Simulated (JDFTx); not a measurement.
Crystal: CuO.

```
CELL_PARAMETERS angstrom
2.55255 0.00000 0.00000
0.00000 2.55255 0.00000
0.00000 0.00000 2.55255
ATOMIC_POSITIONS crystal
Cu 0.00000 0.00000 0.00000
O 0.50000 0.50000 0.50000
```

Measurements of this composition are mostly on another form, of space group No. 15.

* Program: JDFTx 1.7.0 (patched build)
* Task: relaxation of cell and atoms
* Functional: PBE
* Potentials or basis: SG15-PBE-1.2 with smoothed tails
* Cutoff: 1361 eV
* Density cutoff: 10885 eV
* k mesh: 5 × 5 × 5
* Occupations: fermi-dirac, width 0.05 eV
* Spin: no spin polarisation

At the start: pressure 20.7 GPa; volume 8.32 Å³/atom.

Problem. Where does the relaxation end?

Solution. Over 7 steps the energy falls by 49.5 meV/atom and the volume is 9.16 Å³/atom (+10.1 %); space group Pm-3m (No. 221, to 0.05 Å).

Step by step:
| step | energy change (eV) | largest force (eV/Å) | pressure (GPa) | volume (Å³) |
| --- | --- | --- | --- | --- |
| 1 | 0.0000 | 0.0000 | 20.71 | 16.63 |
| 2 | -0.0206 | 0.0000 | 18.10 | 16.80 |
| 3 | -0.0973 | 0.0000 | 2.35 | 18.07 |
| 4 | -0.0990 | 0.0000 | 0.41 | 18.27 |
| 5 | -0.0991 | 0.0000 | 0.05 | 18.31 |
| 6 | -0.0991 | 0.0000 | 0.02 | 18.31 |
| 7 | -0.0991 | 0.0000 | -0.01 | 18.31 |

Final structure:
```xyz
2
Lattice="2.6358 0.0000 0.0000 0.0000 2.6358 0.0000 0.0000 0.0000 2.6358" Properties=species:S:1:pos:R:3 pbc="T T T"
Cu    0.0000    0.0000    0.0000
O     1.3179    1.3179    1.3179
```

Caveat: the k mesh is coarse (spacing up to 0.49 Å⁻¹), so the values aren't converged; the plane waves are those of the starting cell, so after so large a change of volume the result is rough; an odd number of electrons without spin polarisation forces a metal; a magnetic or distorted state may lie lower; the run has no spin polarisation, though such a crystal can be magnetic.
